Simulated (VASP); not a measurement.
# Te2Mo in VASP: equation of state

How stiff is Te2Mo in PBE, and what volume does it want? The cell is scaled to several volumes.

Everything below comes from runs of VASP 6.6.1. Logs are shortened: lines on timing, memory, paths and dates and some standing lists are left out, and cuts for length are marked.

## (1) Starting point

The cell holds a slab with vacuum, 6 atoms: a = 3.560 Å, b = 3.560 Å, c = 24.811 Å, α = 90.00°, β = 90.00°, γ = 120.00°.

## (2) Equation of state, PBE, 42.67 Å³/atom (volume scaled by 0.94)

The input, INCAR:

```
  ALGO = Normal
  EDIFF = 1E-7
  ENCUT = 520
  GGA = PE
  ISIF = 2
  ISMEAR = -1
  LASPH = T
  LCHARG = F
  LREAL = F
  LWAVE = F
  NBANDS = 35
  NELM = 80
  PREC = Accurate
  SIGMA = 0.05
```

The input, KPOINTS:

```
k-points
0
Gamma
  9 9 2
```

The input, POSCAR:

```
Te2Mo
1.0
    3.4877102878      0.0000000000      0.0000000000
   -1.7438551439      3.0204457102      0.0000000000
    0.0000000000      0.0000000000     24.3047679867
Te Mo
4 2
Direct
    0.3333333333      0.6666666667      0.2236394800
    0.6666666667      0.3333333333      0.9206288600
    0.6666666667      0.3333333333      0.7763605200
    0.3333333333      0.6666666667      0.0793711400
    0.6666666667      0.3333333333      0.1515414900
    0.3333333333      0.6666666667      0.8484585100
```

Potentials or basis: VASP PAW PBE potentials, release 64 (Te, Mo_sv).

Launch:

```bash
$ cat potpaw_PBE.64/Te/POTCAR potpaw_PBE.64/Mo_sv/POTCAR > POTCAR
$ mpirun -np 1 vasp_std > vasp.out
```

OUTCAR:

```text
EDIFF = 1E-7
   ENCUT = 520
   GGA = PE
   ISIF = 2
   ISMEAR = -1
   LASPH = T
   LREAL = F
   NELM = 80
   PREC = Accurate

 Found     24 irreducible k-points:

 Following reciprocal coordinates:
            Coordinates               Weight
  0.000000  0.000000  0.000000      1.000000
  0.111111  0.000000  0.000000      6.000000
  0.222222 -0.000000  0.000000      6.000000
  0.333333  0.000000  0.000000      6.000000
  0.444444 -0.000000  0.000000      6.000000
  0.111111  0.111111  0.000000      6.000000
   k-points           NKPTS =     24   k-points in BZ     NKDIM =     24   number of bands    NBANDS=     35
   number of dos      NEDOS =    301   number of ions     NIONS =      6
   total plane-waves  NPLWV = 150528
   dimension x,y,z NGX =    28 NGY =   28 NGZ =  192
   dimension x,y,z NGXF=    56 NGYF=   56 NGZF=  384
   ions per type =               4   2
   NGX,Y,Z   is equivalent  to a cutoff of  13.35, 13.35, 13.13 a.u.
   NGXF,Y,Z  is equivalent  to a cutoff of  26.69, 26.69, 26.27 a.u.
 SYSTEM =  unknown system
   PREC   = accura    normal or accurate (medium, high low for compatibility)
   ISTART =      0    job   : 0-new  1-cont  2-samecut
   ICHARG =      2    charge: 1-file 2-atom 10-const
   ISPIN  =      1    spin polarized calculation?
   LNONCOLLINEAR =      F non collinear calculations
   LSORBIT =      F    spin-orbit coupling
   LASPH  =      T    aspherical Exc in radial PAW
   ENCUT  =  520.0 eV  38.22 Ry    6.18 a.u.   6.48  6.48 45.19*2*pi/ulx,y,z
   NELM   =     80;   NELMIN=  2; NELMDL= -5     # of ELM steps
   EDIFF  = 0.1E-06   stopping-criterion for ELM
   LREAL  =      F    real-space projection
   EDIFFG = 0.1E-05   stopping-criterion for IOM
   NSW    =      0    number of steps for IOM
   IBRION =     -1    ionic relax: 0-MD 1-quasi-New 2-CG
   NFREE  =      0    steps in history (QN), initial steepest desc. (CG)
   ISIF   =      2    stress and relaxation
   ISYM   =      2    0-nonsym 1-usesym 2-fastsym
   POTIM  = 0.5000    time-step for ionic-motion
   TEBEG  =    0.0;   TEEND  =   0.0 temperature during run
   PSTRESS=    0.0 pullay stress
   NELECT =      52.0000    total number of electrons
   NUPDOWN=      -1.0000    fix difference up-down
   EMIN   =  10.00;   EMAX   =-10.00  energy-range for DOS
   EFERMI =   0.00;   METHOD = LEGACY
   ISMEAR =    -1;   SIGMA  =   0.05  broadening in eV -4-tet -1-fermi 0-gaus
   EFERMI_NEDOS =   21; number of points for ismear=-14 and -15
   IALGO  =     38    algorithm
   IMIX   =      4    mixing-type and parameters
     AMIX     =   0.40;   BMIX     =  1.00
     AMIX_MAG =   1.60;   BMIX_MAG =  1.00
  volume/ion in A,a.u.               =      42.67       287.97
  Fermi-wavevector in a.u.,A,eV,Ry     =   0.962295  1.818474 12.599158  0.926012
  Thomas-Fermi vector in A             =   2.091742
   LORBIT       =      0    0 simple, 1 ext, 2 COOP (PROOUT), +10 PAW based schemes
   GGA     = PE    functional components
   LHFCALC =     F    Hartree Fock is set to
   AEXX    =    0.0000 exact exchange contribution
   IVDW    =     0    specifies the selected vdW correction
   LEPSILON=     F    determine dielectric tensor
   LRPA    =     F    only Hartree local field effects (RPA)
 non-spin polarized calculation
  energy-cutoff  :      520.00
  volume of cell :      256.04
 maximum number of plane-waves:      6967
 NGX is ok and might be reduce to    28
   NGX = 13   NGY = 13   NGZ = 91

 number of electron      51.9999999 magnetization

 Free energy of the ion-electron system (eV)
  ---------------------------------------------------
  ext. energy  EPLUGINS =         0.00000000
  ---------------------------------------------------
  free energy    TOTEN  =       -35.81643835 eV

  energy without entropy =      -35.81643663  energy(sigma->0) =      -35.81643749

 E-fermi :   3.1524     XC(G=0):  -6.5210

 val. band max:        2.5980139442   @ k =   0.3333   0.3333   0.5000
 cond. band min:       3.7181306007   @ k =   0.3333   0.3333   0.0000
 fundamental gap:      1.1201166565
 Fermi energy:         3.1523593305

 k-point     1 :       0.0000    0.0000    0.0000
  band No.  band energies     occupation
      1     -57.9692      2.00000
      2     -57.9692      2.00000
      3     -32.1672      2.00000
      4     -32.1672      2.00000
      5     -32.0326      2.00000
      6     -32.0326      2.00000
[... 27 lines left out ...]
     34       6.3391      0.00000
     35       6.9005      0.00000

 k-point     2 :       0.1111    0.0000    0.0000
  band No.  band energies     occupation
      1     -57.9678      2.00000
      2     -57.9678      2.00000
      3     -32.1631      2.00000
      4     -32.1631      2.00000
      5     -32.0503      2.00000
      6     -32.0503      2.00000
[... 27 lines left out ...]
     34       6.1281      0.00000
     35       7.1412      0.00000

 k-point     3 :       0.2222   -0.0000    0.0000
  band No.  band energies     occupation
      1     -57.9644      2.00000
      2     -57.9644      2.00000
      3     -32.1527      2.00000
      4     -32.1527      2.00000
      5     -32.0950      2.00000
      6     -32.0950      2.00000
[... 27 lines left out ...]
     34       6.4290      0.00000
     35       7.6940      0.00000

 k-point     4 :       0.3333    0.0000    0.0000
  band No.  band energies     occupation
      1     -57.9605      2.00000
      2     -57.9604      2.00000
      3     -32.1453      2.00000
      4     -32.1453      2.00000
      5     -32.1408      2.00000
      6     -32.1408      2.00000
[... 27 lines left out ...]
     34       6.6285      0.00000
     35       8.2270      0.00000

 k-point     5 :       0.4444   -0.0000    0.0000
  band No.  band energies     occupation
      1     -57.9579      2.00000
      2     -57.9579      2.00000
      3     -32.1779      2.00000
      4     -32.1779      2.00000
      5     -32.1331      2.00000
      6     -32.1331      2.00000
[... 27 lines left out ...]
     34       6.7037      0.00000
     35       6.9005      0.00000

 k-point     6 :       0.1111    0.1111    0.0000
  band No.  band energies     occupation
      1     -57.9654      2.00000
      2     -57.9654      2.00000
      3     -32.1558      2.00000
      4     -32.1558      2.00000
      5     -32.0800      2.00000
      6     -32.0800      2.00000
[... 27 lines left out ...]
     34       6.3336      0.00000
     35       7.5374      0.00000

 [... further k-points ...]

------------------------ aborting loop because EDIFF is reached ----------------------------------------

  FORCE on cell =-STRESS in cart. coord.  units (eV):
  Direction    XX          YY          ZZ          XY          YZ          ZX
  --------------------------------------------------------------------------------------
  -------------------------------------------------------------------------------------
  Total        6.0852423      6.0852423      8.6248524      0.0000000      0.0000000     -0.0000000
  in kB       38.0790005     38.0790005     53.9708600      0.0000000      0.0000000     -0.0000000
  external PRESSURE =      43.3762870 kB  Pullay stress =       0.0000000 kB

 VOLUME and BASIS-vectors are now :
 -----------------------------------------------------------------------------
  energy-cutoff  :      520.00
  volume of cell :      256.04
      direct lattice vectors                 reciprocal lattice vectors
     3.487710288  0.000000000  0.000000000     0.286721063  0.165538483  0.000000000
    -1.743855144  3.020445710  0.000000000     0.000000000  0.331076965  0.000000000
     0.000000000  0.000000000 24.304767987     0.000000000  0.000000000  0.041144190

 POSITION                                       TOTAL-FORCE (eV/Angst)
 -----------------------------------------------------------------------------------
     -0.00000      2.01363      5.43551         0.000000      0.000000      1.223826
      1.74386      1.00682     22.37567         0.000000      0.000000      1.199823
      1.74386      1.00682     18.86926         0.000000     -0.000000     -1.223826
     -0.00000      2.01363      1.92910         0.000000     -0.000000     -1.199823
      1.74386      1.00682      3.68318        -0.000000     -0.000000     -0.003616
     -0.00000      2.01363     20.62159         0.000000      0.000000      0.003616
 -----------------------------------------------------------------------------------
    total drift:                                0.000000      0.000000     -0.000000

  FREE ENERGIE OF THE ION-ELECTRON SYSTEM (eV)
  ---------------------------------------------------
  free  energy   TOTEN  =       -35.8164383496 eV

  energy  without entropy=      -35.8164366268  energy(sigma->0) =      -35.81643749
```

Run time: 4.7 min. Hardware: 1 thread of Intel Xeon 6975P-C (Granite Rapids), shared host; peak memory 0.47 GiB.

What came out:

```yaml
Free_energy: -35.8164 eV
Largest_force: 1.224 eV/Å
Band_gap_on_the_k_mesh: 1.12 eV, direct
```

Caveat: spin-orbit coupling is left out, which moves the levels of the heavy elements.

## (3) Equation of state, PBE, 43.58 Å³/atom (volume scaled by 0.96)

Changes to INCAR since step 2:

```diff
@@ -11,3 +11,3 @@
   NBANDS = 35
-  NELM = 80
+  NELM = 60
   PREC = Accurate
```

KPOINTS is that of step 2.

Changes to POSCAR since step 2:

```diff
@@ -2,5 +2,5 @@
 1.0
-    3.4877102878      0.0000000000      0.0000000000
-   -1.7438551439      3.0204457102      0.0000000000
-    0.0000000000      0.0000000000     24.3047679867
+    3.5122724371      0.0000000000      0.0000000000
+   -1.7561362185      3.0417171555      0.0000000000
+    0.0000000000      0.0000000000     24.4759339641
 Te Mo
```

Potentials or basis: VASP PAW PBE potentials, release 64 (Te, Mo_sv).

Launch:

```bash
$ cat potpaw_PBE.64/Te/POTCAR potpaw_PBE.64/Mo_sv/POTCAR > POTCAR
$ mpirun -np 1 vasp_std > vasp.out
```

Run time: 5.8 min. Hardware: 1 thread of Intel Xeon 6975P-C (Granite Rapids), shared host; peak memory 0.47 GiB.

It converged, with:

```yaml
Free_energy: -35.9396 eV
Largest_force: 0.870 eV/Å
Band_gap_on_the_k_mesh: 1.09 eV, direct
```

Caveat: spin-orbit coupling is left out, which moves the levels of the heavy elements.

## (4) Equation of state, PBE, 44.49 Å³/atom (volume scaled by 0.98)

The input, INCAR:

```
SYSTEM = Te2Mo
ALGO = Normal
EDIFF = 1E-7
ENCUT = 520
GGA = PE
ISIF = 2
ISMEAR = -1
LASPH = .TRUE.
LCHARG = .FALSE.
LREAL = .FALSE.
LWAVE = .FALSE.
NBANDS = 35
NELM = 80
PREC = Accurate
SIGMA = 0.05
```

The input, KPOINTS:

```
k-points
0
G
  9 9 2
  0 0 0
```

Changes to POSCAR since step 3:

```diff
@@ -2,5 +2,5 @@
 1.0
-    3.5122724371      0.0000000000      0.0000000000
-   -1.7561362185      3.0417171555      0.0000000000
-    0.0000000000      0.0000000000     24.4759339641
+    3.5364957711      0.0000000000      0.0000000000
+   -1.7682478855      3.0626951781      0.0000000000
+    0.0000000000      0.0000000000     24.6447388430
 Te Mo
```

Launch:

```bash
$ cat potpaw_PBE.64/Te/POTCAR potpaw_PBE.64/Mo_sv/POTCAR > POTCAR
$ mpirun -np 1 vasp_std > vasp.out
```

It took 6.4 min on 1 thread of Intel Xeon 6975P-C (Granite Rapids), shared host; peak memory 0.47 GiB.

The run converged. Its results:

```yaml
Free_energy: -36.0170 eV
Largest_force: 0.543 eV/Å
Band_gap_on_the_k_mesh: 1.06 eV, direct
```

Caveat: spin-orbit coupling is left out, which moves the levels of the heavy elements.

## (5) Equation of state, PBE, 46.30 Å³/atom (volume scaled by 1.02)

The input, INCAR:

```
ALGO = Normal
EDIFF = 1E-7
ENCUT = 520
GGA = PE
ISIF = 2
ISMEAR = -1
LASPH = T
LCHARG = F
LREAL = F
LWAVE = F
NBANDS = 35
NELM = 80
PREC = Accurate
SIGMA = 0.05
```

The input, KPOINTS:

```
k-points
0
Gamma
  9 9 2
```

Changes to POSCAR since step 4:

```diff
@@ -2,5 +2,5 @@
 1.0
-    3.5364957711      0.0000000000      0.0000000000
-   -1.7682478855      3.0626951781      0.0000000000
-    0.0000000000      0.0000000000     24.6447388430
+    3.5839711781      0.0000000000      0.0000000000
+   -1.7919855890      3.1038100866      0.0000000000
+    0.0000000000      0.0000000000     24.9755801847
 Te Mo
```

Potentials or basis: VASP PAW PBE potentials, release 64 (Te, Mo_sv).

Launch:

```bash
$ cat potpaw_PBE.64/Te/POTCAR potpaw_PBE.64/Mo_sv/POTCAR > POTCAR
$ mpirun -np 1 vasp_std > vasp.out
```

OUTCAR:

```text
EDIFF = 1E-7
   ENCUT = 520
   GGA = PE
   ISIF = 2
   ISMEAR = -1
   LASPH = T
   LREAL = F
   NELM = 80
   PREC = Accurate

 Found     24 irreducible k-points:

 Following reciprocal coordinates:
            Coordinates               Weight
  0.000000  0.000000  0.000000      1.000000
  0.111111  0.000000  0.000000      6.000000
  0.222222  0.000000  0.000000      6.000000
  0.333333  0.000000  0.000000      6.000000
  0.444444  0.000000  0.000000      6.000000
  0.111111  0.111111  0.000000      6.000000
   k-points           NKPTS =     24   k-points in BZ     NKDIM =     24   number of bands    NBANDS=     35
   number of dos      NEDOS =    301   number of ions     NIONS =      6
   total plane-waves  NPLWV = 150528
   dimension x,y,z NGX =    28 NGY =   28 NGZ =  192
   dimension x,y,z NGXF=    56 NGYF=   56 NGZF=  384
   ions per type =               4   2
   NGX,Y,Z   is equivalent  to a cutoff of  12.99, 12.99, 12.78 a.u.
   NGXF,Y,Z  is equivalent  to a cutoff of  25.98, 25.98, 25.56 a.u.
 SYSTEM =  unknown system
   PREC   = accura    normal or accurate (medium, high low for compatibility)
   ISTART =      0    job   : 0-new  1-cont  2-samecut
[... 60 lines left out ...]
 fundamental gap:      0.9957524435
 Fermi energy:         2.5510421465

 k-point     1 :       0.0000    0.0000    0.0000
  band No.  band energies     occupation
      1     -58.6650      2.00000
      2     -58.6650      2.00000
      3     -32.7945      2.00000
      4     -32.7945      2.00000
      5     -32.7125      2.00000
      6     -32.7125      2.00000
[... 217 lines left out ...]
     34       5.3661      0.00000
     35       6.9119      0.00000

 [... further k-points ...]

------------------------ aborting loop because EDIFF is reached ----------------------------------------

  FORCE on cell =-STRESS in cart. coord.  units (eV):
  Direction    XX          YY          ZZ          XY          YZ          ZX
  --------------------------------------------------------------------------------------
  -------------------------------------------------------------------------------------
  Total       -1.2236156     -1.2236156     -0.2779279     -0.0000000      0.0000000     -0.0000000
  in kB       -7.0563536     -7.0563536     -1.6027561     -0.0000000      0.0000000     -0.0000000
  external PRESSURE =      -5.2384878 kB  Pullay stress =       0.0000000 kB

 VOLUME and BASIS-vectors are now :
 -----------------------------------------------------------------------------
  energy-cutoff  :      520.00
  volume of cell :      277.83
      direct lattice vectors                 reciprocal lattice vectors
     3.583971178  0.000000000  0.000000000     0.279020101  0.161092330  0.000000000
    -1.791985589  3.103810087  0.000000000     0.000000000  0.322184661  0.000000000
     0.000000000  0.000000000 24.975580185     0.000000000  0.000000000  0.040039110

 POSITION                                       TOTAL-FORCE (eV/Angst)
 -----------------------------------------------------------------------------------
     -0.00000      2.06921      5.58553         0.000000     -0.000000     -0.034787
      1.79199      1.03460     22.99324         0.000000      0.000000     -0.041610
      1.79199      1.03460     19.39005         0.000000      0.000000      0.034787
     -0.00000      2.06921      1.98234         0.000000     -0.000000      0.041610
      1.79199      1.03460      3.78484         0.000000     -0.000000     -0.003972
     -0.00000      2.06921     21.19074        -0.000000      0.000000      0.003972
 -----------------------------------------------------------------------------------
    total drift:                                0.000000      0.000000      0.000000

  FREE ENERGIE OF THE ION-ELECTRON SYSTEM (eV)
  ---------------------------------------------------
  free  energy   TOTEN  =       -36.0528684628 eV

  energy  without entropy=      -36.0528631467  energy(sigma->0) =      -36.05286580
```

OSZICAR:

```text
N       E                     dE             d eps       ncg     rms          rms(c)
DAV:   1     0.374831950197E+03    0.37483E+03   -0.25772E+04  2064   0.123E+03
DAV:   2    -0.129459742834E+02   -0.38778E+03   -0.37667E+03  2153   0.277E+02
DAV:   3    -0.365892299902E+02   -0.23643E+02   -0.23245E+02  2098   0.602E+01
[... 16 lines left out ...]
DAV:  20    -0.360528570286E+02   -0.19579E-04   -0.41867E-07  1660   0.165E-03    0.204E-03
DAV:  21    -0.360528659786E+02   -0.89500E-05   -0.27759E-07  1493   0.101E-03    0.106E-03
DAV:  22    -0.360528681231E+02   -0.21445E-05   -0.82520E-08  1377   0.727E-04    0.698E-04
DAV:  23    -0.360528684151E+02   -0.29198E-06   -0.93851E-09  1214   0.269E-04    0.402E-04
DAV:  24    -0.360528684628E+02   -0.47720E-07   -0.40493E-09  1091   0.255E-04
   1 F= -.36052868E+02 E0= -.36052866E+02  d E =-.531609E-05
```

Run time: 6.1 min. Hardware: 1 thread of Intel Xeon 6975P-C (Granite Rapids), shared host; peak memory 0.5 GiB.

What came out:

```yaml
Free_energy: -36.0529 eV
Largest_force: 0.042 eV/Å
Band_gap_on_the_k_mesh: 1.00 eV, direct
```

Caveat: spin-orbit coupling is left out, which moves the levels of the heavy elements.

## (6) Equation of state, PBE, 47.21 Å³/atom (volume scaled by 1.04)

The input, INCAR:

```
SYSTEM = Te2Mo
ALGO = Normal ; EDIFF = 1E-7
ENCUT = 520 ; GGA = PE
ISIF = 2 ; ISMEAR = -1
LASPH = .True. ; LCHARG = .False.
LREAL = .False. ; LWAVE = .False.
NBANDS = 35 ; NELM = 60
PREC = Accurate ; SIGMA = 0.05
```

The input, KPOINTS:

```
k-points
0
Gamma
  9 9 2
  0 0 0
```

Changes to POSCAR since step 5:

```diff
@@ -2,5 +2,5 @@
 1.0
-    3.5839711781      0.0000000000      0.0000000000
-   -1.7919855890      3.1038100866      0.0000000000
-    0.0000000000      0.0000000000     24.9755801847
+    3.6072443703      0.0000000000      0.0000000000
+   -1.8036221851      3.1239652623      0.0000000000
+    0.0000000000      0.0000000000     25.1377638212
 Te Mo
```

Potentials or basis: VASP PAW PBE potentials, release 64 (Te, Mo_sv).

Launch:

```bash
$ cat potpaw_PBE.64/Te/POTCAR potpaw_PBE.64/Mo_sv/POTCAR > POTCAR
$ mpirun -np 1 vasp_std > vasp.out
```

Wall time 6.3 min (1 thread of Intel Xeon 6975P-C (Granite Rapids), shared host); peak memory 0.51 GiB.

It converged, with:

| Quantity | Value |
| --- | --- |
| Free energy | -36.0195 eV |
| Largest force | 0.295 eV/Å |
| Band gap on the k mesh | 0.97 eV, direct |

Caveat: spin-orbit coupling is left out, which moves the levels of the heavy elements.

## (7) Equation of state, PBE, 48.12 Å³/atom (volume scaled by 1.06)

The input, INCAR:

```
SYSTEM = Te2Mo
  PREC = Accurate
  ENCUT = 520
  EDIFF = 1E-7
  ISMEAR = -1
  SIGMA = 0.05
  LREAL = .FALSE.
  LASPH = .TRUE.
  NELM = 100
  ALGO = Normal
  ISIF = 2
  LWAVE = .FALSE.
  LCHARG = .FALSE.
  GGA = PE
  NBANDS = 35
```

The input, KPOINTS:

```
regular mesh
0
G
  9 9 2
  0 0 0
```

Changes to POSCAR since step 6:

```diff
@@ -2,5 +2,5 @@
 1.0
-    3.6072443703      0.0000000000      0.0000000000
-   -1.8036221851      3.1239652623      0.0000000000
-    0.0000000000      0.0000000000     25.1377638212
+    3.6302210686      0.0000000000      0.0000000000
+   -1.8151105343      3.1438636667      0.0000000000
+    0.0000000000      0.0000000000     25.2978812835
 Te Mo
```

Launch:

```bash
$ cat potpaw_PBE.64/Te/POTCAR potpaw_PBE.64/Mo_sv/POTCAR > POTCAR
$ mpirun -np 1 vasp_std > vasp.out
```

Run time: 3.7 min. Hardware: 1 thread of Intel Xeon 6975P-C (Granite Rapids), shared host; peak memory 0.52 GiB.

The run converged. Its results:

```
Free energy            : -35.9566 eV
Largest force          : 0.527 eV/Å
Band gap on the k mesh : 0.94 eV, direct
```

Caveat: spin-orbit coupling is left out, which moves the levels of the heavy elements.

## (8) Equation of state, PBE

Potentials or basis: VASP PAW PBE potentials, release 64 (Te, Mo_sv).

No new run: the results of the series are fitted here.

What came out:

```yaml
Equilibrium_volume: 45.84 Å³/atom
Bulk_modulus_at_fixed_shape_and_positions: 52 GPa
Pressure_derivative_of_the_bulk_modulus: 4.5
```

Energy against volume, from the lowest point:
```tsv
volume (Å³/atom)	energy (meV/atom)
42.673	39.48
43.581	18.95
44.489	6.05
45.397	0.00
46.305	0.07
47.213	5.64
48.120	16.11
```

Caveat: the cell was scaled at fixed shape and fractional positions, which overstates the stiffness of a crystal with free parameters, most of all of layers and chains.
